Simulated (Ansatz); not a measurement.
# TaC35 (Graphite 2H): the cost of one run

Method: DFT, PBE, plane-wave PAW, default files, scalar-relativistic, as far as a step names no other, in Ansatz 0.2.0.

The COD entry's cell or inner coordinates are ideal or old and differ from later refinements, so a difference from it is no clean test against experiment.

### Step 1. The system as given

The structure is trigonal, space group P3m1 (No. 156). Conventional cell: a = 7.410 Å, b = 7.410 Å, c = 6.790 Å, α = 90.00°, β = 90.00°, γ = 120.00°. Around C (site symmetry m) lie 2 C at 1.43 Å and 1 Ta at 1.43 Å. C (site symmetry m) is surrounded by 3 C at 1.43 Å. Ta (site symmetry 3m) has 3 C at 1.43 Å as nearest neighbours. C (site symmetry 1) is surrounded by 3 C at 1.43 Å. Only part of the 13 independent sites is listed.

Structure file:

```
CELL_PARAMETERS angstrom
7.41000 0.00000 0.00000
-3.70500 6.41725 0.00000
0.00000 0.00000 6.79000
ATOMIC_POSITIONS crystal
C 0.00000 0.00000 0.00000
C 0.00000 0.33333 0.00000
C 0.00000 0.66667 0.00000
C 0.33333 0.00000 0.00000
C 0.33333 0.33333 0.00000
C 0.33333 0.66667 0.00000
C 0.66667 0.00000 0.00000
C 0.66667 0.33333 0.00000
C 0.66667 0.66667 0.00000
C 0.00000 0.00000 0.50000
C 0.00000 0.33333 0.50000
C 0.00000 0.66667 0.50000
C 0.33333 0.00000 0.50000
C 0.33333 0.33333 0.50000
C 0.33333 0.66667 0.50000
C 0.66667 0.00000 0.50000
C 0.66667 0.33333 0.50000
C 0.66667 0.66667 0.50000
Ta 0.11111 0.22222 0.00500
C 0.11111 0.55556 0.00500
C 0.11111 0.88889 0.00500
C 0.44444 0.22222 0.00500
C 0.44444 0.55556 0.00500
C 0.44444 0.88889 0.00500
C 0.77778 0.22222 0.00500
C 0.77778 0.55556 0.00500
C 0.77778 0.88889 0.00500
C 0.22222 0.11111 0.50500
C 0.22222 0.44444 0.50500
C 0.22222 0.77778 0.50500
C 0.55556 0.11111 0.50500
C 0.55556 0.44444 0.50500
C 0.55556 0.77778 0.50500
C 0.88889 0.11111 0.50500
C 0.88889 0.44444 0.50500
C 0.88889 0.77778 0.50500
```

Atom 19 of the input is the impurity.

### Step 2. Gradients at the starting positions

input.yaml reads:

```yaml
crystal:
  lattice:
    - [7.41, 0.0, 0.0]
    - [-3.705, 6.4172482419, 0.0]
    - [0.0, 0.0, 6.79]
  atoms:
    - { symbol: C, position: [0.0, 0.0, 0.0] }
    - { symbol: C, position: [0.0, 0.3333333333, 0.0] }
    - { symbol: C, position: [0.0, 0.6666666667, 0.0] }
    - { symbol: C, position: [0.3333333333, 0.0, 0.0] }
    - { symbol: C, position: [0.3333333333, 0.3333333333, 0.0] }
    - { symbol: C, position: [0.3333333333, 0.6666666667, 0.0] }
    - { symbol: C, position: [0.6666666667, 0.0, 0.0] }
    - { symbol: C, position: [0.6666666667, 0.3333333333, 0.0] }
    - { symbol: C, position: [0.6666666667, 0.6666666667, 0.0] }
    - { symbol: C, position: [0.0, 0.0, 0.5] }
    - { symbol: C, position: [0.0, 0.3333333333, 0.5] }
    - { symbol: C, position: [0.0, 0.6666666667, 0.5] }
    - { symbol: C, position: [0.3333333333, 0.0, 0.5] }
    - { symbol: C, position: [0.3333333333, 0.3333333333, 0.5] }
    - { symbol: C, position: [0.3333333333, 0.6666666667, 0.5] }
    - { symbol: C, position: [0.6666666667, 0.0, 0.5] }
    - { symbol: C, position: [0.6666666667, 0.3333333333, 0.5] }
    - { symbol: C, position: [0.6666666667, 0.6666666667, 0.5] }
    - { symbol: Ta, position: [0.1111111111, 0.2222222222, 0.005] }
    - { symbol: C, position: [0.1111111111, 0.5555555556, 0.005] }
    - { symbol: C, position: [0.1111111111, 0.8888888889, 0.005] }
    - { symbol: C, position: [0.4444444444, 0.2222222222, 0.005] }
    - { symbol: C, position: [0.4444444444, 0.5555555556, 0.005] }
    - { symbol: C, position: [0.4444444444, 0.8888888889, 0.005] }
    - { symbol: C, position: [0.7777777778, 0.2222222222, 0.005] }
    - { symbol: C, position: [0.7777777778, 0.5555555556, 0.005] }
    - { symbol: C, position: [0.7777777778, 0.8888888889, 0.005] }
    - { symbol: C, position: [0.2222222222, 0.1111111111, 0.505] }
    - { symbol: C, position: [0.2222222222, 0.4444444444, 0.505] }
    - { symbol: C, position: [0.2222222222, 0.7777777778, 0.505] }
    - { symbol: C, position: [0.5555555556, 0.1111111111, 0.505] }
    - { symbol: C, position: [0.5555555556, 0.4444444444, 0.505] }
    - { symbol: C, position: [0.5555555556, 0.7777777778, 0.505] }
    - { symbol: C, position: [0.8888888889, 0.1111111111, 0.505] }
    - { symbol: C, position: [0.8888888889, 0.4444444444, 0.505] }
    - { symbol: C, position: [0.8888888889, 0.7777777778, 0.505] }
total_charge: 1
kpoints:
  mp_grid: { grid: [3, 3, 3] }
scf:
  occupations: { method: fermi_dirac, width: 0.01 }
hamiltonian:
  xc: pbe
  pseudopotentials: { kind: paw }
output:
  forces: true
  stress: true
  populations: true
  efg: { quadrupole_moments_barn: { Ta: 3.17 }, contact_densities: true }
  write_density: true
  write_potential: true
  elf: true
  volumetric_format: npy
```

On the command line:

```sh
ansatz run input.yaml --threads 1 --pin off --max-ram 2560MiB --backend cpu --events-out ev --progress --plain --runs-dir out
```

What time and memory should one allow on 1 thread of Intel Xeon Platinum 8259CL at 2.50GHz (Skylake/Cascade Lake), shared host?

About 44 s, with a peak of 0.72 GiB.
